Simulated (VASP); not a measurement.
# Li (Im-3m) in VASP: single point with PBE

Aim: the single point of Li with PBE.

Program: VASP 6.6.1. These are calculated values, not measurements. Logs are shortened: lines on timing, memory, paths and dates and some standing lists are left out, and cuts for length are marked.

### Step 1. Starting point

The structure is cubic, space group Im-3m (No. 229). Conventional cell: a = 3.439 Å, b = 3.439 Å, c = 3.439 Å, α = 90.00°, β = 90.00°, γ = 90.00°. Li (site symmetry m-3m) has 8 Li at 2.98 Å as nearest neighbours.

### Step 2. Single point, PBE

INCAR

```
PREC = Accurate ; ENCUT = 520
EDIFF = 1E-6 ; ISMEAR = 0
SIGMA = 0.1 ; LREAL = F
LASPH = T ; NELM = 100
ALGO = Fast ; ISIF = 2
LWAVE = F ; LCHARG = T
GGA = PE ; LELF = T
LVHAR = T ; NBANDS = 8
```

KPOINTS

```
Automatic mesh
0
Gamma
  8 8 8
```

POSCAR

```
Li
1.0
   -1.7196562300      1.7196562300      1.7196562300
    1.7196562300     -1.7196562300      1.7196562300
    1.7196562300      1.7196562300     -1.7196562300
Li
1
Direct
    0.0000000000      0.0000000000      0.0000000000
```

Potentials or basis: VASP PAW PBE potentials, release 64 (Li_sv).

The run is started by

```sh
> cat potpaw_PBE.64/Li_sv/POTCAR > POTCAR
> mpirun -np 1 vasp_std > vasp.out
```

OUTCAR:

```text
PREC = Accurate
   ENCUT = 520
   EDIFF = 1E-6
   ISMEAR = 0
   LREAL = F
   LASPH = T
   NELM = 100
   ISIF = 2
   GGA = PE

 ion  position               nearest neighbor table
   1  0.000  0.000  0.000-

  LATTYP: Found a body centered cubic cell.
 ALAT       =     3.4393124600

  Lattice vectors:

 A1 = (  -1.7196562300,   1.7196562300,   1.7196562300)
 A2 = (   1.7196562300,  -1.7196562300,   1.7196562300)
 A3 = (   1.7196562300,   1.7196562300,  -1.7196562300)

Analysis of symmetry for initial positions (statically):
=====================================================================
 Subroutine PRICEL returns:
 Original cell was already a primitive cell.

 Routine SETGRP: Setting up the symmetry group for a
 body centered cubic supercell.

 Subroutine GETGRP returns: Found 48 space group operations
 (whereof 48 operations were pure point group operations)
 out of a pool of 48 trial point group operations.

The static configuration has the point symmetry O_h .

Analysis of symmetry for dynamics (positions and initial velocities):
=====================================================================
 Subroutine PRICEL returns:
 Original cell was already a primitive cell.

 Routine SETGRP: Setting up the symmetry group for a
 body centered cubic supercell.

 Subroutine GETGRP returns: Found 48 space group operations
 (whereof 48 operations were pure point group operations)
 out of a pool of 48 trial point group operations.

The dynamic configuration has the point symmetry O_h .

 Subroutine INISYM returns: Found 48 space group operations
 (whereof 48 operations are pure point group operations),
 and found     1 'primitive' translations

----------------------------------------------------------------------------------------

                                     Primitive cell

  volume of cell :      20.3416

  direct lattice vectors                    reciprocal lattice vectors
    -1.719656230  1.719656230  1.719656230     0.000000000  0.290755787  0.290755787
     1.719656230 -1.719656230  1.719656230     0.290755787  0.000000000  0.290755787
     1.719656230  1.719656230 -1.719656230     0.290755787  0.290755787  0.000000000

  length of vectors
     2.978531962  2.978531962  2.978531962     0.411190777  0.411190777  0.411190777

  position of ions in fractional coordinates (direct lattice)
     0.000000000  0.000000000  0.000000000

  ion indices of the primitive-cell ions
   primitive index   ion index
                 1           1

----------------------------------------------------------------------------------------

 KPOINTS: Automatic mesh

Automatic generation of k-mesh.
 Grid dimensions read from file:
 generate k-points for:    8    8    8

 Generating k-lattice:

  Cartesian coordinates                     Fractional coordinates (reciprocal lattice)
     0.000000000  0.036344473  0.036344473     0.125000000  0.000000000  0.000000000
     0.036344473  0.000000000  0.036344473     0.000000000  0.125000000  0.000000000
     0.036344473  0.036344473  0.000000000     0.000000000  0.000000000  0.125000000

  Length of vectors
     0.051398847  0.051398847  0.051398847

  Shift w.r.t. Gamma in fractional coordinates (k-lattice)
     0.000000000  0.000000000  0.000000000

 Subroutine IBZKPT returns following result:
 ===========================================

 Found     29 irreducible k-points:

 Following reciprocal coordinates:
            Coordinates               Weight
  0.000000  0.000000  0.000000      1.000000
  0.125000  0.000000  0.000000     12.000000
  0.250000  0.000000  0.000000     12.000000
  0.375000  0.000000  0.000000     12.000000
  0.500000  0.000000  0.000000      6.000000
  0.125000  0.125000  0.000000     24.000000
[... 16 lines left out ...]
 -0.250000  0.250000  0.250000      6.000000
 -0.375000  0.375000  0.250000     24.000000
 [... further k-points ...]
   k-points           NKPTS =     29   k-points in BZ     NKDIM =     29   number of bands    NBANDS=      8
   number of dos      NEDOS =    301   number of ions     NIONS =      1
   total plane-waves  NPLWV =  13824
   dimension x,y,z NGX =    24 NGY =   24 NGZ =   24
   dimension x,y,z NGXF=    48 NGYF=   48 NGZF=   48
   ions per type =               1
   NGX,Y,Z   is equivalent  to a cutoff of  13.40, 13.40, 13.40 a.u.
   NGXF,Y,Z  is equivalent  to a cutoff of  26.79, 26.79, 26.79 a.u.
 SYSTEM =  unknown system
   PREC   = accura    normal or accurate (medium, high low for compatibility)
   ISTART =      0    job   : 0-new  1-cont  2-samecut
   ICHARG =      2    charge: 1-file 2-atom 10-const
   ISPIN  =      1    spin polarized calculation?
   LNONCOLLINEAR =      F non collinear calculations
   LSORBIT =      F    spin-orbit coupling
   LASPH  =      T    aspherical Exc in radial PAW
   ENCUT  =  520.0 eV  38.22 Ry    6.18 a.u.   5.54  5.54  5.54*2*pi/ulx,y,z
   NELM   =    100;   NELMIN=  2; NELMDL= -5     # of ELM steps
   EDIFF  = 0.1E-05   stopping-criterion for ELM
   LREAL  =      F    real-space projection
   EDIFFG = 0.1E-04   stopping-criterion for IOM
   NSW    =      0    number of steps for IOM
   IBRION =     -1    ionic relax: 0-MD 1-quasi-New 2-CG
   NFREE  =      0    steps in history (QN), initial steepest desc. (CG)
   ISIF   =      2    stress and relaxation
   ISYM   =      2    0-nonsym 1-usesym 2-fastsym
   POTIM  = 0.5000    time-step for ionic-motion
   TEBEG  =    0.0;   TEEND  =   0.0 temperature during run
   PSTRESS=    0.0 pullay stress
   NELECT =       3.0000    total number of electrons
   NUPDOWN=      -1.0000    fix difference up-down
   EMIN   =  10.00;   EMAX   =-10.00  energy-range for DOS
   EFERMI =   0.00;   METHOD = LEGACY
   ISMEAR =     0;   SIGMA  =   0.10  broadening in eV -4-tet -1-fermi 0-gaus
   EFERMI_NEDOS =   21; number of points for ismear=-14 and -15
   IALGO  =     68    algorithm
   IMIX   =      4    mixing-type and parameters
     AMIX     =   0.40;   BMIX     =  1.00
     AMIX_MAG =   1.60;   BMIX_MAG =  1.00
  volume/ion in A,a.u.               =      20.34       137.27
  Fermi-wavevector in a.u.,A,eV,Ry     =   0.864942  1.634503 10.178852  0.748125
  Thomas-Fermi vector in A             =   1.983113
   LORBIT       =      0    0 simple, 1 ext, 2 COOP (PROOUT), +10 PAW based schemes
   GGA     = PE    functional components
   LHFCALC =     F    Hartree Fock is set to
   AEXX    =    0.0000 exact exchange contribution
   IVDW    =     0    specifies the selected vdW correction
   LEPSILON=     F    determine dielectric tensor
   LRPA    =     F    only Hartree local field effects (RPA)
 non-spin polarized calculation
 RMM-DIIS sequential band-by-band and
 Gauss-broadening in eV      SIGMA  =   0.10
  energy-cutoff  :      520.00
  volume of cell :       20.34
 maximum number of plane-waves:       559
 NGX is ok and might be reduce to    24
   NGX = 11   NGY = 11   NGZ = 11

 number of electron       2.9999999 magnetization

 Free energy of the ion-electron system (eV)
  ---------------------------------------------------
  ext. energy  EPLUGINS =         0.00000000
  ---------------------------------------------------
  free energy    TOTEN  =        -1.89490272 eV

  energy without entropy =       -1.88933398  energy(sigma->0) =       -1.89211835

 E-fermi :   0.6570     XC(G=0):  -7.0360

 val. band max:        0.5857347038   @ k =   0.2500   0.2500   0.0000
 cond. band min:       0.7106285003   @ k =   0.3750   0.1250   0.0000
 fundamental gap:      0.1248937964
 Fermi energy:         0.6569780281

 k-point     1 :       0.0000    0.0000    0.0000
  band No.  band energies     occupation
      1     -45.9253      2.00000
      2      -2.9406      2.00000
      3      15.1830      0.00000
      4      15.1830      0.00000
      5      15.1831      0.00000
      6      19.9476      0.00000
      7      19.9476      0.00000
      8      19.9479      0.00000

 k-point     2 :       0.1250    0.0000    0.0000
  band No.  band energies     occupation
      1     -45.9225      2.00000
      2      -2.6452      2.00000
      3      13.2209      0.00000
      4      14.0055      0.00000
      5      14.6867      0.00000
      6      17.7498      0.00000
      7      17.7648      0.00000
      8      19.7874      0.00000

 k-point     3 :       0.2500    0.0000    0.0000
  band No.  band energies     occupation
      1     -45.9157      2.00000
      2      -1.7599      2.00000
      3       9.2889      0.00000
      4      12.3857      0.00000
      5      13.6123      0.00000
      6      15.7948      0.00000
      7      17.2819      0.00000
      8      20.2423      0.00000

 k-point     4 :       0.3750    0.0000    0.0000
  band No.  band energies     occupation
      1     -45.9089      2.00000
      2      -0.3365      2.00000
      3       5.7754      0.00000
      4      11.3172      0.00000
      5      12.7395      0.00000
      6      14.6119      0.00000
      7      17.4960      0.00000
      8      21.7743      0.00000

 k-point     5 :       0.5000    0.0000    0.0000
  band No.  band energies     occupation
      1     -45.9061      2.00000
      2       0.8609      0.00392
      3       3.8613      0.00000
      4      10.9525      0.00000
      5      12.4233      0.00000
      6      14.2169      0.00000
      7      17.6924      0.00000
      8      23.1577      0.00000
[... 177 lines left out ...]
 k-point    22 :       0.2500    0.2500    0.2500
  band No.  band energies     occupation
      1     -45.9046      2.00000
      2       3.9908      0.00000
      3       3.9908      0.00000
      4       3.9909      0.00000
      5       9.0188      0.00000
      6      24.1729      0.00000
      7      24.1729      0.00000
      8      24.1730      0.00000

 k-point    23 :      -0.2500    0.2500    0.2500
  band No.  band energies     occupation
      1     -45.9077      2.00000
      2      -0.5308      2.00000
      3       9.1345      0.00000
      4       9.1346      0.00000
      5      11.5495      0.00000
      6      13.2967      0.00000
      7      21.3888      0.00000
      8      21.3918      0.00000

 k-point    24 :      -0.3750    0.3750    0.2500
  band No.  band energies     occupation
      1     -45.9019      2.00000
      2       0.9767      0.00001
      3       6.5022      0.00000
      4       8.0125      0.00000
      5      11.4245      0.00000
      6      13.4634      0.00000
      7      17.8441      0.00000
      8      20.9707      0.00000

 [... further k-points ...]
[... 5 lines left out ...]
  --------------------------------------------------------------------------------------
  -------------------------------------------------------------------------------------
  Total       -0.0055382     -0.0055382     -0.0055382      0.0000000      0.0000000     -0.0000000
  in kB       -0.4362056     -0.4362056     -0.4362056      0.0000000      0.0000000     -0.0000000
  external PRESSURE =      -0.4362056 kB  Pullay stress =       0.0000000 kB

 VOLUME and BASIS-vectors are now :
 -----------------------------------------------------------------------------
  energy-cutoff  :      520.00
  volume of cell :       20.34
      direct lattice vectors                 reciprocal lattice vectors
    -1.719656230  1.719656230  1.719656230     0.000000000  0.290755787  0.290755787
     1.719656230 -1.719656230  1.719656230     0.290755787  0.000000000  0.290755787
     1.719656230  1.719656230 -1.719656230     0.290755787  0.290755787  0.000000000

 POSITION                                       TOTAL-FORCE (eV/Angst)
 -----------------------------------------------------------------------------------
      0.00000      0.00000      0.00000        -0.000000      0.000000     -0.000000
 -----------------------------------------------------------------------------------
    total drift:                               -0.000000      0.000000      0.000000

  FREE ENERGIE OF THE ION-ELECTRON SYSTEM (eV)
  ---------------------------------------------------
  free  energy   TOTEN  =        -1.8949027207 eV

  energy  without entropy=       -1.8893339826  energy(sigma->0) =       -1.89211835
```

It took 3 s on 1 thread of Intel Xeon Platinum 8488C (Sapphire Rapids), shared host; peak memory 0.12 GiB.

Results:

| Property | Result |
| --- | --- |
| Free energy | -1.8949 eV |
| Band gap on the k mesh | none (metal or under the smearing width) |

Caveat: the cutoff is under 1.25 times the usual one of these potentials, so pressure, stress and relaxed cells hold a basis-set (Pulay) error.
